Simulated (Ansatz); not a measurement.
Bi under pressure: fit and missing row

Bi, C2/m, a = 7.037 Å, b = 6.282 Å, c = 3.299 Å, β = 117.4°. This isn't the element's structure at ambient conditions. Ansatz: PBEsol, PAW, 420 eV, Γ-centred 10×10×14 mesh on 2 atoms, Gaussian smearing 0.10 eV; no spin polarisation. Cell and atoms are relaxed at each pressure, and no other structure is tried.

| V (Å³/atom) | P (GPa) |
| --- | --- |
| 28.328 | 9.99 |
| 30.029 | 5.02 |
| ? | 1.98 |
| 32.379 | 0.00 |
| 33.684 | -2.01 |

**Question.** Take V0 = 32.379 Å³/atom, fit the third-order Birch–Murnaghan form to the other rows, and predict the missing volume.

**Answer.** With the Eulerian strain f = ½[(V0/V)^(2/3) − 1] and y = P/[3f(1 + 2f)^(5/2)], the form is the line y = B0 + 1.5 B0 (B0′ − 4) f. Rows (f, y): 0.04660, 57.2; 0.02576, 57.3; -0.01300, 55.0. Means f = 0.01979, y = 56.500; Σ(Δf)² = 0.001830, ΣΔfΔy = 0.07273; the slope is their ratio. y = 55.71 + 39.75 f GPa, so B0 = 55.7 GPa and B0′ = 4 + 2 × (39.75)/(3 × 55.71) = 4.48. P = 1.98 GPa is met at f = 0.01112 (y = 56.15), so V = V0 (1 + 2f)^(−3/2) = 31.328 Å³/atom. The run gave 31.333 Å³/atom, so the fit is 0.005 Å³/atom too low, within the rms miss on the fitted rows (0.016 Å³/atom).

The mesh isn't the same in all rows (10×10×14, 10×10×16). Spin–orbit coupling is left out, which can shift energies with elements as heavy as these.